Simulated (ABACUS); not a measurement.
Crystal: Ru.

```xyz
2
Lattice="2.7058 0.0000 0.0000 -1.3529 2.3433 0.0000 0.0000 0.0000 4.2819" Properties=species:S:1:pos:R:3 pbc="T T T"
Ru    1.3529    0.7811    3.2114
Ru    0.0000    1.5622    1.0705
```

Base run:

```yaml
Program: ABACUS 3.10.1
Functional: PBE
Potentials_or_basis: PseudoDojo NC SR 0.4.1 PBE standard
Cutoff: 1143 eV
Density_cutoff: 4572 eV
Basis: plane waves
k_mesh: 9 × 9 × 5
Occupations: fermi-dirac, width 0.05 eV
Spin: no spin polarisation
```

Its results: band gap on the k mesh none (metal or under the smearing width); pressure 4.9 GPa.

The run is repeated on the same cell with these changes: functional from PBE to LDA-PW92; potentials or basis from PseudoDojo NC SR 0.4.1 PBE standard to GBRV ultrasoft 1.5 LDA; cutoff from 1143 eV to 544 eV; density cutoff from 4572 eV to 4354 eV. What comes out?

Band gap on the k mesh none (metal or under the smearing width); pressure -12.8 GPa.

Not every run made on this cell is shown here.
